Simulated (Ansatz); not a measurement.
# Si$_{2}$W at 35 GPa (stress–strain coefficients): relaxed-ion elastic tensor

Theory: Ansatz, DFT PBEsol, scalar-relativistic, plane waves, PAW. Plane waves to 420 eV; Γ-centred k mesh 20×20×20; Fermi-Dirac smearing of 0.15 eV. No spin polarisation.

The cell, relaxed at 35 GPa:
```
CELL_PARAMETERS angstrom
-1.53492 1.53492 3.78243
1.53492 -1.53492 3.78243
1.53492 1.53492 -3.78243
ATOMIC_POSITIONS crystal
Si 0.33274 0.33274 0.00000
Si 0.66726 0.66726 0.00000
W 0.00000 0.00000 0.00000
```

In a metal, frequencies and elastic constants depend on the k mesh and the smearing, soft modes and shear constants most. Spin–orbit coupling is left out, which can shift energies with elements as heavy as these. Other phases may be more stable at this pressure.

**Question.** Give the relaxed-ion elastic constants (GPa, Voigt order xx yy zz yz xz xy, on the axes of the cell above).

**Answer.**
C11 = 620.9, C12 = 252.4, C13 = 202.8, C22 = 620.9, C23 = 202.8, C33 = 810.5, C44 = 284.3, C55 = 284.3, C66 = 308.9 GPa; the others vanish.

**Question.** Is the crystal stable against homogeneous strain?

**Answer.** Yes: the least eigenvalue of the tensor is 284.3 GPa.

**Question.** And the moduli of a polycrystal (Hill averages)?

**Answer.** B = 373 GPa, G = 264 GPa, E = 640 GPa, ν = 0.21.

Cost: 1 run of about 11 core-minutes, on Intel Xeon 6975P-C (Granite Rapids) (shared hosts).